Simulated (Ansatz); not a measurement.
# BN in Ansatz: a series of runs, part 2 of 2

Ansatz 0.2.0.

### 3 Projected density of states, RPBE (the (0 0 1) slab of BN, cut from the database cell, not relaxed)

Contents of input.yaml:

```yaml
crystal:
  lattice:
    - [2.5039917043, 0.0, 0.0]
    - [-1.2519958521, 2.1685204268, 0.0]
    - [0.0, 0.0, 24.9918]
  atoms:
    - { symbol: B, position: [0.6666666667, 0.3333333334, 0.3000984323] }
    - { symbol: "N", position: [0.3333333333, 0.6666666666, 0.3000984323] }
    - { symbol: B, position: [0.3333333333, 0.6666666666, 0.4333661441] }
    - { symbol: "N", position: [0.6666666667, 0.3333333334, 0.4333661441] }
    - { symbol: B, position: [0.6666666667, 0.3333333334, 0.5666338559] }
    - { symbol: "N", position: [0.3333333333, 0.6666666666, 0.5666338559] }
    - { symbol: B, position: [0.3333333333, 0.6666666666, 0.6999015677] }
    - { symbol: "N", position: [0.6666666667, 0.3333333334, 0.6999015677] }
hamiltonian:
  xc: rpbe
  pseudopotentials: { kind: paw }
kpoints:
  mp_grid: { grid: [12, 12, 1] }
scf:
  occupations: { method: fermi_dirac, width: 0.05 }
  n_extra_bands: 20
output:
  forces: true
  eigenvalues: true
  dos: { projected: true, de: 0.05, nscf_kmesh: { grid: [18, 18, 1] } }
efield:
  axis: 3
  dipole_correction: true
  ramp_width: 0.04
```

Potentials or basis: Ansatz PAW.

On the command line:

```bash
ansatz run input.yaml --threads 4 --pin off --max-ram 11264MiB --backend cpu --events-out ev --progress --plain --runs-dir out
```

The program printed:

```text
Warning: RAYON_NUM_THREADS=4 ignored (pool sized by the plan → 4); use --threads N
scf.n_extra_bands = 20 over 16 filled bands (N_el = 32.0): the run solves 36 bands
Engine: ansatz 0.2.0, aarch64-unknown-linux-gnu
Pseudopotentials: kind: paw
Pseudopotential: B, paw, valence charge 3, recommended cutoff 420 eV (normal), B.paw.azcp
Pseudopotential: N, paw, valence charge 5, recommended cutoff 420 eV (normal), N.paw.azcp
Functional definition: RPBE
  parameter kappa = 0.804
  parameter beta = 0.06672455060314922
  exchange = rpbe_x(kappa = kappa, mu = beta*pi^2/3)
  correlation = pbe_c(beta = beta)
Crystal: 8 atoms, lattice volume = 135.704 Å³
Basis set: ecut = 420 eV, 2645 PW (Γ), exchange–correlation on 36×36×360 points (8 copies of the dense FFT grid, shifted against one another)
Bands: 36, of which v1, the nominal top of the filled ones, is band 16 counted from 1 (15 counted from 0)
Symmetry: 6 space group operations
k-points: 19 of 144 (time reversal used)
Non-local potential: B, projectors of the file, l = 0: 2, l = 1: 2, l = 2: 1
Non-local potential: N, projectors of the file, l = 0: 2, l = 1: 2, l = 2: 1
PAW form: soft (Blöchl's): semilocal exchange-correlation on the pseudo side does not see the compensation charge
PAW frozen core: B, regenerated for the run's functional, and the local potential with it (the file was generated under x = pbe(κ = 0.804, μ = 0.2195149727645171), c = pbe(β = 0.06672455060314922))
PAW frozen core: N, regenerated for the run's functional, and the local potential with it (the file was generated under x = pbe(κ = 0.804, μ = 0.2195149727645171), c = pbe(β = 0.06672455060314922))
PAW one-centre angular grid: B, 110 points (default); XC on 64 Gauss nodes
PAW one-centre angular grid: N, 110 points (default); XC on 64 Gauss nodes
Initial density: superposition of atomic densities (neutral atoms: chi_scale 0, normalization atom), corrected by the library's trained network
Initial wavefunctions: pseudopotential atomic-orbital guess
Functional: x = rpbe, c = pbe(β = 0.06672455060314922)
SCF iter   1: F=—  HF=-2180.030878 eV  |F-HF|=—  |Δ(HF+E_count)|=         —  Δρ=2.50e-3  dr2=7.42e-3  ethr=1.77e-3  p=0.000 e·Å  D=1.14e-13 V/Å  ΔV_dip=-0.00 eV  dr2_dipole=4.73e-9  V_vac-E_F(+/−)=3.19/3.19 eV  ⟨swp⟩=6.2  Hψ=3341  notcnv=0  defer=111
[... 15 lines left out ...]
Harris-Foulkes:  -2180.034736 eV  (|F-HF|=5.22e-10)
Internal energy: -2180.034736 eV  (E = F + TS)
E sigma→0 (E₀):  -2180.034736 eV
Fermi energy:    2.148737 eV
Dipole field:    D = 0.000005 V/Å  (p = 0.000004 e·Å, saw-weighted, corrected)
Work function:   Φ+ = 3.4911 eV   Φ− = 3.4913 eV
Levels:          The Fermi level and band energies are counted from a zero that moves with the ramp; work functions are not
--- Per-component energies (eV) ---
  E_band       = -231.532808
  E_kinetic    = 734.355551
  E_local      = -17831.729775  (includes V_loc(G=0)·N_el)
  E_nonlocal   = 226.916546
  E_hartree    = 8592.844070
  E_xc         = -370.424783
  E_vxc        = -458.579546  (∫ρ·V_xc dr)
  E_paw        = -836.256645  (= ΣΔE_a)
  E_vpaw       = -88.182397  (= ΣTr[D̂ρ^β])
  E_aug_tail   = 0.000409  (compensation charges beyond the density's cutoff)
  E_efield     = 0.000000  (sawtooth field / dipole correction)
  E_vefield    = 0.000000  (∫n·V_field dr)
  E_ewald      = 7304.375354
  E_core_change = -0.115462  (= ΣΔE_core)
  E_smearing   = -0.000000  (= −TS)
  E_closure    = -0.000000  (closes the sum)
  Σ components = -2180.034736   (vs F -2180.034736, Δ=0.00e0)
--- Forces (eV/Å), atoms counted from 1 ---
  atom   1  B     -0.00000000     0.00000000    -0.07857169
  atom   2  N      0.00000000    -0.00000000    -0.08828433
  atom   3  B      0.00000000     0.00000000    -0.00022220
  atom   4  N     -0.00000000     0.00000000    -0.00005235
  atom   5  B     -0.00000000     0.00000000     0.00022733
  atom   6  N      0.00000000    -0.00000000     0.00003410
  atom   7  B      0.00000000    -0.00000000     0.07857296
  atom   8  N     -0.00000000    -0.00000000     0.08827379
  max |Σ_I F_I| component: 2.24e-5 eV/Å
--- Band table (eV; the first three rows and the last of 19) ---
  k-point 0: bands = ["-17.9454", "-17.8669", "-17.7792", "-17.7189", "-6.0806", "-5.6186", "-5.0029", "-4.4505", "-1.4224", "-1.4224", "-1.4075", "-1.4075", "-1.3902", "-1.3902", "-1.3878", "-1.3878", "4.7406", "4.8679", "5.8508", "6.4921", "6.9521", "8.2443", "8.6705", "9.9729", "10.8173", "11.5287", "11.5287", "11.5685", "11.5685", "11.6086", "11.6086", "11.6274", "11.6274", "12.2351", "12.3409", "12.8224"]
  k-point 1: bands = ["-17.8099", "-17.7326", "-17.6461", "-17.5869", "-5.8959", "-5.4377", "-4.8277", "-4.2807", "-1.9850", "-1.9698", "-1.9534", "-1.9531", "-1.6829", "-1.6667", "-1.6486", "-1.6452", "4.9694", "5.0910", "6.0817", "6.7071", "7.1745", "8.4129", "8.8609", "9.9988", "10.9326", "11.4119", "11.4553", "11.5284", "11.5566", "12.1225", "12.1613", "12.2008", "12.2191", "12.4220", "12.5148", "12.5645"]
  k-point 2: bands = ["-17.4110", "-17.3368", "-17.2544", "-17.1985", "-5.3498", "-4.9058", "-4.3170", "-3.7889", "-3.4065", "-3.3808", "-3.3717", "-3.3610", "-2.3170", "-2.2983", "-2.2783", "-2.2736", "5.6255", "5.7358", "6.7282", "7.2936", "7.7753", "8.7859", "9.2244", "9.9511", "10.8918", "11.0379", "11.0796", "11.1355", "11.3857", "11.6678", "11.7433", "12.9445", "12.9629", "13.7347", "13.7718", "13.8097"]
  k-point 18: bands = ["-14.1788", "-14.1788", "-14.1571", "-14.1570", "-8.0440", "-7.9965", "-7.9470", "-7.9184", "-7.2930", "-7.2930", "-7.2689", "-7.2689", "-0.1595", "-0.1595", "-0.0975", "-0.0975", "4.6552", "4.6552", "4.7548", "4.7549", "11.1896", "11.8281", "12.7913", "13.3330", "13.3330", "13.6457", "13.6457", "13.9035", "14.4262", "15.3644", "15.3644", "16.2551", "16.2552", "16.3762", "16.7885", "17.0154"]
```

dos.tsv:

```text
# E-E_F[eV]	g_bin_mean(E)[states/eV]	N(E)
# format = ansatz-dos/2
# fermi_ev = 2.158740
# fermi_mp_grid = 18 18 1
# fermi_mp_shift = 0 0 0
# nscf_kmesh_grid = 18 18 1
# nscf_kmesh_shift = 0 0 0
# g_bin_mean(E): the states in a bin one row spacing wide, centred on E, divided by that spacing. States that the method places at a single energy (under output.dos.method: tetrahedron, those of a tetrahedron whose four corners have one energy) are counted whole in the row whose bin holds that energy (on the edge of two bins, in the lower row). The sum of g_bin_mean over a run of rows, times the row spacing, is the number of states from half a spacing under the first of them to half a spacing over the last (a plain sum, not the trapezoid rule).
-20.604121	0.000000e0	0.000000e0
-20.554121	0.000000e0	0.000000e0
-20.504121	0.000000e0	0.000000e0
-20.454121	0.000000e0	0.000000e0
-20.404121	0.000000e0	0.000000e0
-20.354121	0.000000e0	0.000000e0
[... 723 lines left out ...]
15.845879	0.000000e0	7.200000e1
15.895879	0.000000e0	7.200000e1
```

It took 6 s on 4 threads of Arm Neoverse V2, shared host; peak memory 0.43 GiB.

Results:

- Free energy: -2180.0347 eV
- Largest force: 0.088 eV/Å
- Band gap on the k mesh: 4.45 eV, indirect (least direct gap 4.75 eV)
- Work function of the upper face: 3.49 eV
- Work function of the lower face: 3.49 eV
- Dipole across the slab: 0.000 e·Å

Forces in eV/Å, atoms in the order of the input:
```
B    0.000  0.000 -0.079
N    0.000  0.000 -0.088
B    0.000  0.000  0.000
N    0.000  0.000  0.000
B    0.000  0.000  0.000
N    0.000  0.000  0.000
B    0.000  0.000  0.079
N    0.000  0.000  0.088
```

Levels at points of the mesh, in eV from the valence-band top:
```csv
k point,band 12,band 13,band 14,band 15,band 16,band 17,band 18,band 19,band 20,band 21
"(0.00, 0.00, 0.00)",-1.31,-1.29,-1.29,-1.29,-1.29,4.84,4.97,5.95,6.59,7.05
"(0.00, -0.50, 0.00)",-4.09,-1.32,-1.05,-0.75,-0.53,4.45,4.68,5.08,5.50,9.65
```

States per cell in windows of 1 eV (zero at the valence-band top; states under -8 eV left out):
```tsv
from (eV)	total	N 2p	B 2p	B 2s	N 2s
-8.0	1.82	1.17	0.30	0.25	0.08
-7.0	1.83	1.20	0.29	0.27	0.07
-6.0	2.55	1.60	0.64	0.22	0.06
-5.0	3.98	2.55	1.20	0.15	0.05
-4.0	3.53	2.34	1.05	0.08	0.03
-3.0	3.02	2.12	0.83	0.03	0.01
-2.0	2.76	2.13	0.61	0.01	0.00
-1.0	1.95	1.75	0.18	0.00	0.00
0.0	0.00	0.00	0.00	0.00	0.00
1.0	0.00	0.00	0.00	0.00	0.00
2.0	0.00	0.00	0.00	0.00	0.00
3.0	0.00	0.00	0.00	0.00	0.00
4.0	1.04	0.06	0.91	0.01	0.00
5.0	2.63	0.34	1.80	0.04	0.04
6.0	2.15	0.34	1.03	0.06	0.07
7.0	2.21	0.34	0.81	0.11	0.12
```

Caveat: the PAW data sets come from PBE, with cores solved anew for the run's functional, which leaves a small shift of forces and pressure.

### 4 Projected density of states, revPBE (the (0 0 1) slab of BN, cut from the database cell, not relaxed)

Edit input.yaml of step 3 so:

```diff
@@ -15,3 +15,3 @@
 hamiltonian:
-  xc: rpbe
+  xc: revpbe
   pseudopotentials: { kind: paw }
@@ -26,2 +26,6 @@
   dos: { projected: true, de: 0.05, nscf_kmesh: { grid: [18, 18, 1] } }
+  write_density: true
+  write_potential: true
+  elf: true
+  volumetric_format: npy
 efield:
```

On the command line:

```bash
ansatz run input.yaml --threads 4 --pin off --max-ram 11264MiB --backend cpu --events-out ev --progress --plain --runs-dir out
```

It took 6.2 s on 4 threads of Arm Neoverse V2, shared host; peak memory 0.47 GiB.

Results (log left out):

```
Free energy                     : -2177.1937 eV
Largest force                   : 0.087 eV/Å
Band gap on the k mesh          : 4.43 eV, indirect (least direct gap 4.74 eV)
Work function of the upper face : 3.51 eV
Work function of the lower face : 3.51 eV
Dipole across the slab          : 0.000 e·Å
```

Forces in eV/Å, atoms in the order of the input:
```
B    0.000  0.000 -0.062
N    0.000  0.000 -0.087
B    0.000  0.000  0.000
N    0.000  0.000  0.000
B    0.000  0.000  0.000
N    0.000  0.000  0.000
B    0.000  0.000  0.062
N    0.000  0.000  0.087
```

Levels at points of the mesh, in eV from the valence-band top:
| k point | band 12 | band 13 | band 14 | band 15 | band 16 | band 17 | band 18 | band 19 | band 20 | band 21 |
| --- | --- | --- | --- | --- | --- | --- | --- | --- | --- | --- |
| (0.00, 0.00, 0.00) | -1.31 | -1.30 | -1.30 | -1.29 | -1.29 | 4.89 | 5.03 | 5.91 | 6.59 | 7.01 |
| (0.00, -0.50, 0.00) | -4.09 | -1.32 | -1.06 | -0.75 | -0.53 | 4.43 | 4.66 | 5.07 | 5.49 | 9.64 |

States per cell in windows of 1 eV (zero at the valence-band top; states under -8 eV left out):
```csv
from (eV),total,N 2p,B 2p,B 2s,N 2s
-8.0,1.92,1.23,0.33,0.26,0.08
-7.0,1.83,1.19,0.29,0.27,0.07
-6.0,2.51,1.58,0.62,0.22,0.06
-5.0,3.93,2.51,1.18,0.16,0.05
-4.0,3.58,2.38,1.07,0.08,0.03
-3.0,3.02,2.12,0.84,0.03,0.01
-2.0,2.78,2.14,0.62,0.01,0.00
-1.0,1.98,1.77,0.19,0.00,0.00
0.0,0.04,0.04,0.00,0.00,0.00
1.0,0.00,0.00,0.00,0.00,0.00
2.0,0.00,0.00,0.00,0.00,0.00
3.0,0.00,0.00,0.00,0.00,0.00
4.0,0.98,0.05,0.87,0.00,0.00
5.0,2.62,0.34,1.80,0.04,0.04
6.0,2.13,0.34,1.03,0.06,0.07
7.0,2.28,0.35,0.84,0.11,0.12
```

Caveat: the PAW data sets come from PBE, with cores solved anew for the run's functional, which leaves a small shift of forces and pressure.

### 5 Projected density of states, BLYP (the (0 0 1) slab of BN, cut from the database cell, not relaxed)

Edit input.yaml of step 4 so:

```diff
@@ -15,3 +15,3 @@
 hamiltonian:
-  xc: revpbe
+  xc: blyp
   pseudopotentials: { kind: paw }
```

Potentials or basis: Ansatz PAW.

On the command line:

```bash
ansatz run input.yaml --threads 4 --pin off --max-ram 11264MiB --backend cpu --events-out ev --progress --plain --runs-dir out
```

The program printed:

```text
Warning: RAYON_NUM_THREADS=4 ignored (pool sized by the plan → 4); use --threads N
scf.n_extra_bands = 20 over 16 filled bands (N_el = 32.0): the run solves 36 bands
Engine: ansatz 0.2.0, aarch64-unknown-linux-gnu
Pseudopotentials: kind: paw
[... 76 lines left out ...]
  atom   7  B      0.00000000    -0.00000000     0.08301517
  atom   8  N     -0.00000000     0.00000000     0.07362507
  max |Σ_I F_I| component: 2.69e-5 eV/Å
--- Band table (eV; the first three rows and the last of 19) ---
  k-point 0: bands = ["-17.5864", "-17.5044", "-17.4132", "-17.3515", "-5.8905", "-5.4176", "-4.7867", "-4.2186", "-1.3205", "-1.3205", "-1.3055", "-1.3055", "-1.2873", "-1.2873", "-1.2854", "-1.2854", "4.8705", "5.0273", "5.8934", "6.5758", "6.9985", "8.3280", "8.7195", "10.0030", "10.9007", "11.7401", "11.7401", "11.7810", "11.7810", "11.8222", "11.8222", "11.8405", "11.8405", "12.4316", "12.5659", "12.9254"]
  k-point 1: bands = ["-17.4523", "-17.3714", "-17.2816", "-17.2210", "-5.7058", "-5.2368", "-4.6119", "-4.0494", "-1.8632", "-1.8479", "-1.8306", "-1.8304", "-1.5746", "-1.5583", "-1.5393", "-1.5363", "5.0998", "5.2498", "6.1216", "6.7872", "7.2185", "8.4908", "8.9075", "10.0270", "11.0264", "11.6291", "11.6813", "11.7528", "11.7777", "12.3223", "12.3622", "12.4028", "12.4207", "12.5830", "12.5864", "12.6888"]
  k-point 2: bands = ["-17.0574", "-16.9799", "-16.8944", "-16.8373", "-5.1598", "-4.7055", "-4.1029", "-3.5617", "-3.2416", "-3.2148", "-3.2065", "-3.1928", "-2.1950", "-2.1761", "-2.1554", "-2.1512", "5.7554", "5.8917", "6.7654", "7.3684", "7.8194", "8.8543", "9.2782", "9.9962", "11.0789", "11.2416", "11.2831", "11.3075", "11.6214", "11.8333", "11.8869", "13.0452", "13.1189", "13.9043", "13.9426", "13.9817"]
  k-point 18: bands = ["-13.8654", "-13.8654", "-13.8414", "-13.8413", "-7.8019", "-7.7531", "-7.7025", "-7.6740", "-7.0322", "-7.0321", "-7.0052", "-7.0051", "0.0384", "0.0384", "0.1054", "0.1055", "4.8241", "4.8241", "4.9276", "4.9276", "11.2712", "11.9045", "12.8620", "13.3905", "13.3906", "13.7133", "13.7133", "13.9741", "14.4499", "15.4761", "15.4762", "16.4003", "16.4003", "16.4757", "17.0023", "17.1226"]
```

rho_z.tsv:

```text
# z_ang	rho[e/angstrom^3]
# format = ansatz-planar-average/11
# lattice	2.503991704	-0.000000000	0.000000000
# lattice	-1.251995852	2.168520427	0.000000000
# lattice	0.000000000	0.000000000	24.991800000
# sites	8
# site	5	1.251995852	0.722840142	7.500000000
# site	7	0.000000000	1.445680285	7.500000000
# site	5	0.000000000	1.445680285	10.830600000
# site	7	1.251995852	0.722840142	10.830600000
# site	5	1.251995852	0.722840142	14.161200000
# site	7	0.000000000	1.445680285	14.161200000
# site	5	0.000000000	1.445680285	17.491800000
# site	7	1.251995852	0.722840142	17.491800000
0.000000	3.828704e-7
0.138843	-2.580418e-7
0.277687	3.611060e-7
0.416530	-2.197449e-7
0.555373	3.058978e-7
0.694217	-1.500729e-7
[... 172 lines left out ...]
24.714113	3.611055e-7
24.852957	-2.580406e-7
```

It took 6.4 s on 4 threads of Arm Neoverse V2, shared host; peak memory 0.47 GiB.

Results:

```
Free energy                     : -2177.7012 eV
Largest force                   : 0.083 eV/Å
Band gap on the k mesh          : 4.40 eV, indirect (least direct gap 4.72 eV)
Work function of the upper face : 3.34 eV
Work function of the lower face : 3.34 eV
Dipole across the slab          : 0.000 e·Å
```

Forces in eV/Å, atoms in the order of the input:
```
B    0.000  0.000 -0.083
N    0.000  0.000 -0.074
B    0.000  0.000 -0.001
N    0.000  0.000  0.000
B    0.000  0.000  0.001
N    0.000  0.000  0.000
B    0.000  0.000  0.083
N    0.000  0.000  0.074
```

Levels at points of the mesh, in eV from the valence-band top:
| k point | band 13 | band 14 | band 15 | band 16 | band 17 | band 18 | band 19 | band 20 |
| --- | --- | --- | --- | --- | --- | --- | --- | --- |
| (0.00, 0.00, 0.00) | -1.39 | -1.39 | -1.39 | -1.39 | 4.77 | 4.92 | 5.79 | 6.47 |
| (0.00, -0.50, 0.00) | -1.33 | -1.06 | -0.74 | -0.52 | 4.40 | 4.63 | 5.04 | 5.46 |

States per cell in windows of 1 eV (zero at the valence-band top; states under -8 eV left out):
```tsv
from (eV)	total	N 2p	B 2p	B 2s	N 2s
-8.0	2.15	1.38	0.38	0.28	0.08
-7.0	1.85	1.21	0.28	0.27	0.07
-6.0	2.55	1.62	0.63	0.22	0.06
-5.0	4.02	2.58	1.20	0.16	0.05
-4.0	3.58	2.38	1.07	0.08	0.03
-3.0	3.02	2.12	0.84	0.03	0.01
-2.0	2.67	2.06	0.60	0.00	0.00
-1.0	2.01	1.79	0.20	0.00	0.00
0.0	0.05	0.05	0.00	0.00	0.00
1.0	0.00	0.00	0.00	0.00	0.00
2.0	0.00	0.00	0.00	0.00	0.00
3.0	0.00	0.00	0.00	0.00	0.00
4.0	1.04	0.06	0.90	0.01	0.01
5.0	2.67	0.34	1.81	0.05	0.04
6.0	2.22	0.35	1.05	0.07	0.08
7.0	2.23	0.36	0.82	0.10	0.12
```

Caveat: the PAW data sets come from PBE, with cores solved anew for the run's functional, which leaves a small shift of forces and pressure.

### 6 Projected density of states, r2SCAN (the (0 0 1) slab of BN, cut from the database cell, not relaxed)

Edit input.yaml of step 5 so:

```diff
@@ -15,3 +15,3 @@
 hamiltonian:
-  xc: blyp
+  xc: r2scan
   pseudopotentials: { kind: paw }
```

Potentials or basis: Ansatz PAW.

On the command line:

```bash
ansatz run input.yaml --threads 4 --pin off --max-ram 11264MiB --backend cpu --events-out ev --progress --plain --runs-dir out
```

Run time: 11 s. Hardware: 4 threads of Arm Neoverse V2, shared host; peak memory 0.71 GiB.

Results (log left out):

```yaml
Free_energy: -2176.4550 eV
Largest_force: 0.043 eV/Å
Band_gap_on_the_k_mesh: 4.90 eV, indirect (least direct gap 5.34 eV)
Work_function_of_the_upper_face: 3.61 eV
Work_function_of_the_lower_face: 3.61 eV
Dipole_across_the_slab: 0.000 e·Å
```

Forces in eV/Å, atoms in the order of the input:
```
B    0.000  0.000  0.015
N    0.000  0.000 -0.043
B    0.000  0.000  0.000
N    0.000  0.000  0.000
B    0.000  0.000  0.000
N    0.000  0.000  0.000
B    0.000  0.000 -0.015
N    0.000  0.000  0.043
```

Levels at points of the mesh, in eV from the valence-band top:
| k point | band 14 | band 15 | band 16 | band 17 | band 18 | band 19 |
| --- | --- | --- | --- | --- | --- | --- |
| (0.00, 0.00, 0.00) | -1.33 | -1.32 | -1.32 | 5.41 | 5.66 | 6.28 |
| (0.00, -0.50, 0.00) | -1.07 | -0.76 | -0.53 | 4.90 | 5.15 | 5.60 |

States per cell in windows of 1 eV (zero at the valence-band top; states under -8 eV left out):
```
from (eV)  total  N 2p  B 2p  B 2s  N 2s
     -8.0   1.55  1.01  0.22  0.23  0.07
     -7.0   1.85  1.20  0.34  0.24  0.06
     -6.0   2.68  1.69  0.70  0.20  0.06
     -5.0   4.06  2.63  1.22  0.13  0.04
     -4.0   3.12  2.11  0.91  0.07  0.02
     -3.0   2.89  2.06  0.77  0.03  0.01
     -2.0   2.62  2.06  0.54  0.00  0.00
     -1.0   1.87  1.70  0.15  0.00  0.00
      0.0   0.00  0.00  0.00  0.00  0.00
      1.0   0.00  0.00  0.00  0.00  0.00
      2.0   0.00  0.00  0.00  0.00  0.00
      3.0   0.00  0.00  0.00  0.00  0.00
      4.0   0.06  0.00  0.06  0.00  0.00
      5.0   2.28  0.18  1.82  0.03  0.02
      6.0   2.27  0.32  1.32  0.06  0.06
      7.0   2.55  0.37  1.04  0.10  0.12
```

Caveat: the PAW data sets come from PBE, with cores solved anew for the run's functional, which leaves a small shift of forces and pressure.

### 7 Overview

| level | cutoff (eV) | gap on the mesh (eV) | largest force (eV/Å) | work function (eV) |
| --- | --- | --- | --- | --- |
| PBEsol | 420 | 4.25 | 0.05 | 3.78 |
| RPBE | 420 | 4.45 | 0.09 | 3.49 |
| revPBE | 420 | 4.43 | 0.09 | 3.51 |
| BLYP | 420 | 4.40 | 0.08 | 3.34 |
| r2SCAN | 500 | 4.90 | 0.04 | 3.61 |

Alike in all rows: task projected density of states; potentials or basis Ansatz PAW; no spin polarisation; cell the (0 0 1) slab of BN, cut from the database cell, not relaxed; k mesh 12 × 12 × 1; smearing fermi-dirac 0.05 eV.

Caveats: the PAW data sets come from PBE, with cores solved anew for the run's functional, which leaves a small shift of forces and pressure.

Absolute energies hang on the potentials; compare differences alone.
